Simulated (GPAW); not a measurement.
The system is ZnF2.

```
Zn F
1.0
     4.70480    0.00000    0.00000
     0.00000    4.70480    0.00000
     0.00000    0.00000    3.13380
Zn F
2 4
Direct
  0.50000 0.50000 0.50000
  0.00000 0.00000 0.00000
  0.80240 0.19760 0.50000
  0.69760 0.69760 0.00000
  0.19760 0.80240 0.50000
  0.30240 0.30240 0.00000
```

Base run:

| Item | Value |
| --- | --- |
| Program | GPAW 26.7.0 |
| Functional | LDA |
| Potentials or basis | the program's PAW data sets (release 1.2.1) made for this functional |
| Cutoff | 800 eV |
| Basis | pw |
| k mesh | 4 × 4 × 6 |
| Occupations | fermi-dirac, width 0.05 eV |
| Spin | no spin polarisation |

Its results: band gap on the k mesh 3.27 eV, direct; pressure -8.2 GPa; largest force 0.114 eV/Å.

Q: The run is repeated on the same cell with these changes: functional from LDA to PBEsol; potentials or basis from the program's PAW data sets (release 1.2.1) made for this functional to PAW data sets generated in the run's folder for this functional. What comes out?

A: Band gap on the k mesh 3.35 eV, direct; pressure -1.5 GPa; largest force 0.071 eV/Å.
